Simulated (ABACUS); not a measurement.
# CdTe (F-43m) in ABACUS: further runs

Runs on CdTe. Level: rSCAN. Tasks: band structure, equation of state.

All numbers are computed with ABACUS 3.10.1; they aren't measurements. Logs are shortened: lines on timing, memory, paths and dates and some standing lists are left out, and cuts for length are marked.

**What was measured.**

A printed reference work, data compilation reports, for a bulk crystal of CdTe at 0 K: band gap 1.607 eV.

The runs below are set against these values where they give the same quantity.

## 1. The crystal as given

Symmetry: F-43m, No. 216, cubic system. The conventional cell has a = 6.410 Å, b = 6.410 Å, c = 6.410 Å, α = 90.00°, β = 90.00°, γ = 90.00°. Around Te (site symmetry -43m) lie 4 Cd at 2.78 Å. Around Cd (site symmetry -43m) lie 4 Te at 2.78 Å.

## 2. Band structure, rSCAN

Input file INPUT:

```
INPUT_PARAMETERS
suffix              CdTe
calculation         nscf
basis_type          pw
pseudo_dir          ./
symmetry            -1
dft_functional      MGGA_X_RSCAN+MGGA_C_RSCAN
ecutwfc             119.0
pseudo_rcut         10
nspin               1
nbands              28
ks_solver           dav
smearing_method     fd
smearing_sigma      0.00367493
scf_thr             1e-08
scf_nmax            100
mixing_type         broyden
mixing_beta         0.7
mixing_tau          1
init_chg            file
pw_diag_thr         1e-07
out_band            1
kpar                4
```

Input file STRU:

```
ATOMIC_SPECIES
Te 127.6000 Te_ONCV_PBE-1.2.upf
Cd 112.4140 Cd_ONCV_PBE-1.2.upf

LATTICE_CONSTANT
1.8897261246

LATTICE_VECTORS
0.0000000000 3.2050000000 3.2050000000
3.2050000000 0.0000000000 3.2050000000
3.2050000000 3.2050000000 0.0000000000

ATOMIC_POSITIONS
Cartesian

Te
0.0
1
4.8075000000 4.8075000000 4.8075000000 1 1 1

Cd
0.0
1
0.0000000000 0.0000000000 0.0000000000 1 1 1
```

Input file KPT:

```
K_POINTS
12
Line
0.00000000 0.00000000 0.00000000 10 // G
0.50000000 0.00000000 0.50000000 10 // X
0.50000000 0.25000000 0.75000000 10 // W
0.37500000 0.37500000 0.75000000 10 // K
0.00000000 0.00000000 0.00000000 10 // G
0.50000000 0.50000000 0.50000000 10 // L
0.62500000 0.25000000 0.62500000 10 // U
0.50000000 0.25000000 0.75000000 10 // W
0.50000000 0.50000000 0.50000000 10 // L
0.37500000 0.37500000 0.75000000 1 // K
0.62500000 0.25000000 0.62500000 10 // U
0.50000000 0.00000000 0.50000000 1 // X
```

Potentials or basis: SG15 ONCV 1.2 PBE, plane waves.

The run is started by

```
$ OMP_NUM_THREADS=1 mpirun -np 4 abacus > log
```

running log:

```text
ABACUS v3.10.1

               Atomic-orbital Based Ab-initio Computation at UStc

 ------------------------------------------------------------------------------------

 READING GENERAL INFORMATION
                           global_out_dir = OUT.CdTe/
                           global_in_card = INPUT
                               pseudo_dir = ./
                              orbital_dir =
                                    DSIZE = 4
                                    GSIZE = 1

 READING UNITCELL INFORMATION
                                    ntype = 2
                  lattice constant (Bohr) = 1.88973
              lattice constant (Angstrom) = 1

 READING ATOM TYPE 1
                               atom label = Te
                      L=0, number of zeta = 1
                      L=1, number of zeta = 1
                      L=2, number of zeta = 1
             number of atom for this type = 1

 READING ATOM TYPE 2
                               atom label = Cd
                      L=0, number of zeta = 1
                      L=1, number of zeta = 1
                      L=2, number of zeta = 1
             number of atom for this type = 1

                        TOTAL ATOM NUMBER = 2
CARTESIAN COORDINATES ( UNIT =       1.889726124600 Bohr ).
    atom                   x                   y                   z     mag                  vx                  vy                  vz
tauc_Te1            4.8075000000        4.8075000000        4.8075000000  0.0000        0.0000000000        0.0000000000        0.0000000000
tauc_Cd1            0.0000000000        0.0000000000        0.0000000000  0.0000        0.0000000000        0.0000000000        0.0000000000

                          Volume (Bohr^3) = 444.335
                             Volume (A^3) = 65.8436

 Lattice vectors: (Cartesian coordinate: in unit of a_0)
                   +0              +3.205              +3.205
               +3.205                  +0              +3.205
               +3.205              +3.205                  +0
 Reciprocal vectors: (Cartesian coordinate: in unit of 2 pi/a_0)
            -0.156006           +0.156006           +0.156006
            +0.156006           -0.156006           +0.156006
            +0.156006           +0.156006           -0.156006
 The esolver type has been set to : ksdft_pw

                PAO radial cut off (Bohr) = 10

 Read in pseudopotential file is Te_ONCV_PBE-1.2.upf
                     pseudopotential type = NC
          exchange-correlation functional = PBE
                 nonlocal core correction = 0
                        valence electrons = 16
                                     lmax = 2
                           number of zeta = 0
                     number of projectors = 6
                           L of projector = 0
                           L of projector = 0
                           L of projector = 1
                           L of projector = 1
                           L of projector = 2
                           L of projector = 2
 XC functional updated to : MGGA_X_RSCAN+MGGA_C_RSCAN
          exchange-correlation functional = MGGA_X_RSCAN+MGGA_C_RSCAN
                PAO radial cut off (Bohr) = 10

 Read in pseudopotential file is Cd_ONCV_PBE-1.2.upf
                     pseudopotential type = NC
          exchange-correlation functional = PBE
                 nonlocal core correction = 0
                        valence electrons = 20
                                     lmax = 2
                           number of zeta = 0
                     number of projectors = 6
                           L of projector = 0
                           L of projector = 0
                           L of projector = 1
                           L of projector = 1
                           L of projector = 2
                           L of projector = 2
 XC functional updated to : MGGA_X_RSCAN+MGGA_C_RSCAN
          exchange-correlation functional = MGGA_X_RSCAN+MGGA_C_RSCAN
     initial pseudo atomic orbital number = 0

 SETUP THE ELECTRONS NUMBER
            electron number of element Te = 16
      total electron number of element Te = 16
            electron number of element Cd = 20
      total electron number of element Cd = 20
            AUTOSET number of electrons:  = 36
                           occupied bands = 18
                                   NBANDS = 28
                                   NLOCAL = 18

%%%%%%%%%%%%%%%%%%%%%%%%%%%%%%%%%%%%%%%%%%%%%%%%%%%%%%%%%%%%%%%%%%%%%%%%%%%%%%%%%%%%%%%%%%%%%%%%%%%%%%%%%%
 Warning: the number of valence electrons in pseudopotential > 6 for Te: [Kr] 4d10 5s2 5p4
 Warning: the number of valence electrons in pseudopotential > 12 for Cd: [Kr] 4d10 5s2
 Pseudopotentials with additional electrons can yield (more) accurate outcomes, but may be less efficient.
 If you're confident that your chosen pseudopotential is appropriate, you can safely ignore this warning.
[... 63 lines left out ...]
 --------------- sum -------------------
        1            673          11311

 SETUP NONLOCAL PSEUDOPOTENTIALS IN PLANE WAVE BASIS
 Te non-local projectors:
 projector 1 L=0
 projector 2 L=0
 projector 3 L=1
 projector 4 L=1
 projector 5 L=2
 projector 6 L=2
 Cd non-local projectors:
 projector 1 L=0
 projector 2 L=0
 projector 3 L=1
 projector 4 L=1
 projector 5 L=2
 projector 6 L=2
      TOTAL NUMBER OF NONLOCAL PROJECTORS = 36

 Init Non-Local PseudoPotential table :
 Init Non-Local-Pseudopotential done.

                                     npwx = 9781

 -------------------------------------------
 NONSELF-CONSISTENT
 -------------------------------------------
                                 init_chg = file
 try to read charge from file
 Read in the charge density: OUT.CdTe//CdTe-CHARGE-DENSITY.restart
 try to read kinetic energy density from file
 Read in the kinetic energy density: OUT.CdTe//CdTe-TAU-DENSITY.restart

 PW ALGORITHM --------------- ION=   1  ELEC=   1--------------------------------

 k(1/102) Iter steps (avg)=13 threshold=1e-07

 k(2/102) Iter steps (avg)=13 threshold=1e-07
 k(3/102) Iter steps (avg)=14 threshold=1e-07
 k(4/102) Iter steps (avg)=13 threshold=1e-07
 k(5/102) Iter steps (avg)=13 threshold=1e-07

 k(6/102) Iter steps (avg)=13 threshold=1e-07
 k(7/102) Iter steps (avg)=15 threshold=1e-07
 k(8/102) Iter steps (avg)=19 threshold=1e-07
 k(9/102) Iter steps (avg)=22 threshold=1e-07
 k(10/102) Iter steps (avg)=19 threshold=1e-07
 k(11/102) Iter steps (avg)=18 threshold=1e-07
 k(12/102) Iter steps (avg)=18 threshold=1e-07
 k(13/102) Iter steps (avg)=20 threshold=1e-07
 k(14/102) Iter steps (avg)=21 threshold=1e-07
 k(15/102) Iter steps (avg)=20 threshold=1e-07
 k(16/102) Iter steps (avg)=18 threshold=1e-07
 k(17/102) Iter steps (avg)=20 threshold=1e-07
 k(18/102) Iter steps (avg)=21 threshold=1e-07
 k(19/102) Iter steps (avg)=20 threshold=1e-07
 k(20/102) Iter steps (avg)=19 threshold=1e-07
 k(21/102) Iter steps (avg)=20 threshold=1e-07
 k(22/102) Iter steps (avg)=21 threshold=1e-07
 k(23/102) Iter steps (avg)=20 threshold=1e-07
 k(24/102) Iter steps (avg)=17 threshold=1e-07
 k(25/102) Iter steps (avg)=18 threshold=1e-07
 k(26/102) Iter steps (avg)=18 threshold=1e-07
[... levels at 26 k points of this process ...]

 Density error is 0.00000000000
                          Error Threshold = 1.00000000000e-07
----------------------------------------------------------
     Energy           Rydberg                 eV
----------------------------------------------------------
 E_KohnSham     -485.0668283721      -6599.6727766489
 E_KS(sigma->0) -485.0668283128      -6599.6727758419
 E_Harris       -485.0668283721      -6599.6727766489
 E_band         -56.2936974545       -765.9150468687
 E_one_elec     -303.9789393450      -4135.8456470885
 E_Hartree      155.2953288661       2112.9013453628
 E_xc           -45.7147993927       -621.9817546670
 E_Ewald        -290.6684183819      -3954.7467186424
 E_entropy(-TS) -0.0000001186        -0.0000016139
 E_descf        0.0000000000         0.0000000000
 E_exx          0.0000000000         0.0000000000
 E_Fermi        0.6790419838         9.2388401611
----------------------------------------------------------

 charge density convergence is achieved
 final etot is -6599.6727766 eV
 EFERMI = 9.2388401611 eV

 STATE ENERGY(eV) AND OCCUPATIONS    NSPIN == 1
 1/26 kpoint (Cartesian) = 0.0000 0.0000 0.0000 (9721 pws)
       1       -96.4773      0.0196078
       2       -56.5555      0.0196078
       3       -56.5555      0.0196078
       4       -56.5555      0.0196078
       5       -26.8930      0.0196078
       6       -26.8930      0.0196078
[... 20 lines left out ...]
      27        19.4964        0.00000
      28        19.4964        0.00000

 2/26 kpoint (Cartesian) = 0.0000 0.015601 0.0000 (9733 pws)
       1       -96.4773      0.0196078
       2       -56.5555      0.0196078
       3       -56.5555      0.0196078
       4       -56.5555      0.0196078
       5       -26.8930      0.0196078
       6       -26.8929      0.0196078
[... 20 lines left out ...]
      27        19.5707        0.00000
      28        20.0207        0.00000

 3/26 kpoint (Cartesian) = 0.0000 0.031201 0.0000 (9689 pws)
       1       -96.4773      0.0196078
       2       -56.5555      0.0196078
       3       -56.5555      0.0196078
       4       -56.5555      0.0196078
       5       -26.8930      0.0196078
       6       -26.8929      0.0196078
[... 20 lines left out ...]
      27        19.7932        0.00000
      28        20.4617        0.00000

 4/26 kpoint (Cartesian) = 0.0000 0.046802 0.0000 (9701 pws)
       1       -96.4773      0.0196078
       2       -56.5555      0.0196078
       3       -56.5555      0.0196078
       4       -56.5555      0.0196078
       5       -26.8931      0.0196078
       6       -26.8928      0.0196078
[... 20 lines left out ...]
      27        20.1622        0.00000
      28        20.8128        0.00000

 5/26 kpoint (Cartesian) = 0.0000 0.062402 0.0000 (9693 pws)
       1       -96.4773      0.0196078
       2       -56.5555      0.0196078
       3       -56.5555      0.0196078
       4       -56.5555      0.0196078
       5       -26.8933      0.0196078
       6       -26.8926      0.0196078
[... 20 lines left out ...]
      27        20.6742        0.00000
      28        21.2103        0.00000

 6/26 kpoint (Cartesian) = 0.0000 0.078003 0.0000 (9781 pws)
       1       -96.4773      0.0196078
       2       -56.5555      0.0196078
       3       -56.5555      0.0196078
       4       -56.5555      0.0196078
       5       -26.8934      0.0196078
       6       -26.8925      0.0196078
[... 20 lines left out ...]
      27        21.3221        0.00000
      28        21.7200        0.00000

[... levels at 20 further k points ...]

 --------------------------------------------
 !FINAL_ETOT_IS -6599.672776648868 eV
 --------------------------------------------

 Output bands in file: OUT.CdTe/BANDS_1.dat
```

It took 2.5 min on 4 MPI ranks of Intel Xeon Platinum 8488C (Sapphire Rapids), shared host; peak memory 1.1 GiB.

Results:

* Band gap along the path: 1.11 eV, direct

Levels at the corners of the path, in eV from the Fermi level:
```csv
point,band 16,band 17,band 18,band 19,band 20,band 21
Γ,-0.58,-0.58,-0.58,0.53,4.64,4.64
X,-5.07,-2.56,-2.56,2.31,2.46,8.94
W,-4.94,-3.04,-2.91,4.16,4.43,5.61
K,-4.97,-3.29,-2.22,2.67,4.36,7.43
Γ,-0.58,-0.58,-0.58,0.53,4.64,4.64
L,-5.23,-1.40,-1.40,1.61,5.19,5.19
U,-4.97,-3.29,-2.22,2.67,4.36,7.43
W,-4.94,-3.04,-2.91,4.16,4.43,5.61
L,-5.23,-1.40,-1.40,1.61,5.19,5.19
K,-4.97,-3.29,-2.22,2.67,4.36,7.43
U,-4.97,-3.29,-2.22,2.67,4.36,7.43
X,-5.07,-2.56,-2.56,2.31,2.46,8.94
```

Caveat: the density is read from an earlier self-consistent run, whose mesh may be coarse; the potentials were made for another functional, which shifts forces and pressure; spin-orbit coupling is left out, which moves the levels of the heavy elements.

## 3. Equation of state, rSCAN, 30.95 Å³/atom (volume scaled by 0.94)

Input file run_abacus.py:

```python
"""ABACUS run from a structure file: ASE reads it, the script writes STRU, KPT and INPUT."""
import re
import subprocess
from ase.io import read
from ase.units import Bohr

atoms = read("POSCAR")
atoms = atoms[(-atoms.numbers).argsort(kind="stable")]  # ABACUS lists atoms element by element
pseudo = {'Te': 'Te_ONCV_PBE-1.2.upf', 'Cd': 'Cd_ONCV_PBE-1.2.upf'}
orbital = {}
magmoms = None
kmesh = [4, 4, 4]
params = {
    'suffix': 'CdTe',
    'calculation': 'scf',
    'basis_type': 'pw',
    'pseudo_dir': './',
    'symmetry': 1,
    'dft_functional': 'MGGA_X_RSCAN+MGGA_C_RSCAN',
    'ecutwfc': 119,
    'pseudo_rcut': 10,
    'nspin': 1,
    'nbands': 22,
    'ks_solver': 'dav',
    'smearing_method': 'fd',
    'smearing_sigma': 0.00367493,
    'scf_thr': 1e-08,
    'scf_nmax': 100,
    'mixing_type': 'broyden',
    'mixing_beta': 0.7,
    'cal_force': 1,
    'cal_stress': 1,
    'mixing_tau': 1,
    'kpar': 4,
}

symbols = atoms.get_chemical_symbols()
elements = list(dict.fromkeys(symbols))
lines = ["ATOMIC_SPECIES"] + [f"{e} {atoms.get_masses()[symbols.index(e)]:.4f} {pseudo[e]}" for e in elements]
if orbital:
    lines += ["", "NUMERICAL_ORBITAL"] + [orbital[e] for e in elements]
lines += ["", "LATTICE_CONSTANT", f"{1 / Bohr:.10f}", "", "LATTICE_VECTORS"]
lines += [" ".join(f"{x:.10f}" for x in v) for v in atoms.cell]
lines += ["", "ATOMIC_POSITIONS", "Direct"]
for e in elements:
    lines += ["", e, "0.0", str(symbols.count(e))]
    for i, p in enumerate(atoms.get_scaled_positions(wrap=False)):
        if symbols[i] == e:
            mag = "" if magmoms is None else " mag " + " ".join(str(x) for x in (magmoms[i] if isinstance(magmoms[i], list) else [magmoms[i]]))
            lines.append(" ".join(f"{x:.10f}" for x in p) + " 1 1 1" + mag)
open("STRU", "w").write("\n".join(lines) + "\n")
open("KPT", "w").write("K_POINTS\n0\nGamma\n%d %d %d 0 0 0\n" % tuple(kmesh))
open("INPUT", "w").write("INPUT_PARAMETERS\n" + "".join(f"{k:<20s}{v}\n" for k, v in params.items()))

done = subprocess.run(['mpirun', '-np', '4', 'abacus'])
if done.returncode:
    raise SystemExit(done.returncode)
log = open("OUT.CdTe/running_scf.log").read()
print("final energy (eV):", re.findall(r"FINAL_ETOT_IS (\S+)", log))
```

Input file POSCAR:

```
CdTe
1.0
    0.0000000000      3.1395734784      3.1395734784
    3.1395734784      0.0000000000      3.1395734784
    3.1395734784      3.1395734784      0.0000000000
Te Cd
1 1
Direct
    0.7500000000      0.7500000000      0.7500000000
    0.0000000000      0.0000000000      0.0000000000
```

Potentials or basis: SG15 ONCV 1.2 PBE, plane waves.

The run is started by

```
$ OMP_NUM_THREADS=1 python run_abacus.py > log
```

It took 31 s on 4 MPI ranks of Intel Xeon Platinum 8488C (Sapphire Rapids), shared host; peak memory 0.72 GiB.

The run converged. Its results:

```
Free energy            : -6599.2691 eV
Pressure               : 6.6 GPa
Band gap on the k mesh : 1.31 eV, direct
```

Caveat: the k mesh is coarse (spacing up to 0.43 Å⁻¹), so the values aren't converged; the potentials were made for another functional, which shifts forces and pressure; spin-orbit coupling is left out, which moves the levels of the heavy elements.

## 4. Equation of state, rSCAN, 32.26 Å³/atom (volume scaled by 0.98)

run_abacus.py is that of step 3.

Input file POSCAR:

```
CdTe
1.0
    0.0000000000      3.1834892848      3.1834892848
    3.1834892848      0.0000000000      3.1834892848
    3.1834892848      3.1834892848      0.0000000000
Te Cd
1 1
Direct
    0.7500000000      0.7500000000      0.7500000000
    0.0000000000      0.0000000000      0.0000000000
```

The run is started by

```
$ OMP_NUM_THREADS=1 python run_abacus.py > log
```

Run time: 32 s. Hardware: 4 MPI ranks of Intel Xeon Platinum 8488C (Sapphire Rapids), shared host; peak memory 0.72 GiB.

The run converged. Its results:

| Quantity | Value |
| --- | --- |
| Free energy | -6599.3548 eV |
| Pressure | 3.9 GPa |
| Band gap on the k mesh | 1.17 eV, direct |

Caveat: the k mesh is coarse (spacing up to 0.43 Å⁻¹), so the values aren't converged; the potentials were made for another functional, which shifts forces and pressure; spin-orbit coupling is left out, which moves the levels of the heavy elements.

## 5. Equation of state, rSCAN, 33.58 Å³/atom (volume scaled by 1.02)

run_abacus.py is that of step 4.

Input file POSCAR:

```
CdTe
1.0
    0.0000000000      3.2262257841      3.2262257841
    3.2262257841      0.0000000000      3.2262257841
    3.2262257841      3.2262257841      0.0000000000
Te Cd
1 1
Direct
    0.7500000000      0.7500000000      0.7500000000
    0.0000000000      0.0000000000      0.0000000000
```

The run is started by

```
$ OMP_NUM_THREADS=1 python run_abacus.py > log
```

It took 30 s on 4 MPI ranks of Intel Xeon Platinum 8488C (Sapphire Rapids), shared host; peak memory 0.72 GiB.

Results (log left out):

```
Free energy            : -6599.4005 eV
Pressure               : 1.7 GPa
Band gap on the k mesh : 1.04 eV, direct
```

Caveat: the k mesh is coarse (spacing up to 0.42 Å⁻¹), so the values aren't converged; the potentials were made for another functional, which shifts forces and pressure; spin-orbit coupling is left out, which moves the levels of the heavy elements.

## 6. Equation of state, rSCAN, 34.90 Å³/atom (volume scaled by 1.06)

run_abacus.py is that of step 5.

Input file POSCAR:

```
CdTe
1.0
    0.0000000000      3.2678590959      3.2678590959
    3.2678590959      0.0000000000      3.2678590959
    3.2678590959      3.2678590959      0.0000000000
Te Cd
1 1
Direct
    0.7500000000      0.7500000000      0.7500000000
    0.0000000000      0.0000000000      0.0000000000
```

Potentials or basis: SG15 ONCV 1.2 PBE, plane waves.

The run is started by

```
$ OMP_NUM_THREADS=1 python run_abacus.py > log
```

It took 27 s on 4 MPI ranks of Intel Xeon Platinum 8488C (Sapphire Rapids), shared host; peak memory 0.76 GiB.

The run converged. Its results:

- Free energy: -6599.4218 eV
- Pressure: 0.0 GPa
- Band gap on the k mesh: 0.92 eV, direct

Caveat: the potentials were made for another functional, which shifts forces and pressure; spin-orbit coupling is left out, which moves the levels of the heavy elements.

## 7. Equation of state, rSCAN

This step only gathers the single runs of the series.

Results:

```yaml
Equilibrium_volume: outside the volumes run
```

Energy against volume, from the lowest point:
| volume (Å³/atom) | energy (meV/atom) |
| --- | --- |
| 30.947 | 76.36 |
| 32.263 | 33.53 |
| 33.580 | 10.66 |
| 34.897 | 0.00 |

Caveat: the k mesh is coarse (spacing up to 0.42 Å⁻¹), so the values aren't converged; the potentials were made for another functional, which shifts forces and pressure. The run has no spin-orbit coupling, so splittings on Te are missing.

## 8. How close it comes

Step 2. A measured gap of CdTe is 1.607 eV (0 K; a printed reference work, data compilation); the calculated 1.11 eV misses it by -0.50 eV. Spin-orbit coupling on Cd, Te is left out. The value is that of rSCAN, without temperature or zero-point motion.
